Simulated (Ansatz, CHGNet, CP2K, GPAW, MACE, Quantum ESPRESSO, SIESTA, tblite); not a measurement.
## Wurtzite SiC, size series (72 atoms): runs against a plane-wave reference

The cell holds 72 atoms: 36 Si and 36 C. Cell: a = 9.228 Å, b = 9.228 Å, c = 10.096 Å, α = 90.0°, β = 90.0°, γ = 120.0°. It derives from SiC (wurtzite), repeated 3×3×2. Wurtzite SiC (a = 3.076 Å, c = 5.048 Å), 3 x 3 x 2 conventional cells; ideal positions. Then every atom was moved at random, 0.03 Å r.m.s. a Cartesian component.

Geometry: as built.

The reference, a calculation:

- method: Kohn-Sham DFT, PBE, PAW, plane waves (Ansatz 0.2.0); cutoff 420 eV, Γ point, fermi-dirac smearing of 0.05 eV; PAW set soft_2
- r.m.s. force component: 0.9796 eV/Å
- longest force: 4.452 eV/Å
- pressure: 5.148 GPa
- gap (highest filled to lowest empty level): 1.998 eV
- SCF cycles: 7
- time: 6.8 s on 4 threads of Arm Neoverse V1, shared host
- CPU time: 22 s

Runs, in no order:
A. CP2K PBE, DZVP-MOLOPT-SR, 157/50 Ry, diagonalisation: Kohn-Sham DFT, PBE, GTH-PBE pseudopotentials, Gaussian and plane waves, DZVP-MOLOPT-SR-GTH, diagonalisation
B. tblite GFN2-xTB: GFN2-xTB tight binding, diagonalisation
C. SIESTA PBE, DZP, shift 0.005 Ry, mesh 300 Ry: Kohn-Sham DFT, PBE, PseudoDojo 0.4.1 norm-conserving pseudopotentials (converted to PSML), numerical atomic orbitals (DZP), diagonalisation
D. CP2K PBE+D3, DZVP-MOLOPT-SR, 450/50 Ry, diagonalisation: Kohn-Sham DFT, PBE+D3, GTH-PBE pseudopotentials, Gaussian and plane waves, DZVP-MOLOPT-SR-GTH, diagonalisation
E. QE PBE, sssp-1.3.0-efficiency, 45/360 Ry, paro: Kohn-Sham DFT, PBE, SSSP efficiency 1.3.0 pseudopotentials, plane waves

Q: Order them from the smallest to the largest r.m.s. force difference.

E, D, A, C, B.

| run | Δ force, r.m.s. (meV/Å) | share of r.m.s. force (%) | CPU time |
| --- | --- | --- | --- |
| E. QE PBE, sssp-1.3.0-efficiency, 45/360 Ry, paro | 4.50 | 0.459 | 5.5 min |
| D. CP2K PBE+D3, DZVP-MOLOPT-SR, 450/50 Ry, diagonalisation | 13.5 | 1.38 | 4.7 min |
| A. CP2K PBE, DZVP-MOLOPT-SR, 157/50 Ry, diagonalisation | 31.4 | 3.20 | 4.4 min |
| C. SIESTA PBE, DZP, shift 0.005 Ry, mesh 300 Ry | 61.0 | 6.23 | 6.5 min |
| B. tblite GFN2-xTB | 350 | 35.8 | 8.7 s |

Periodic xTB results under one method name differ between programs and library versions. The electronic-structure runs sample only Γ, in a cell whose shortest periodic width is 8 Å.

[Hosts, paths, dates, database ids (printed as entryN), source tags and the programs' standing remarks are cut or masked in the printed files.]
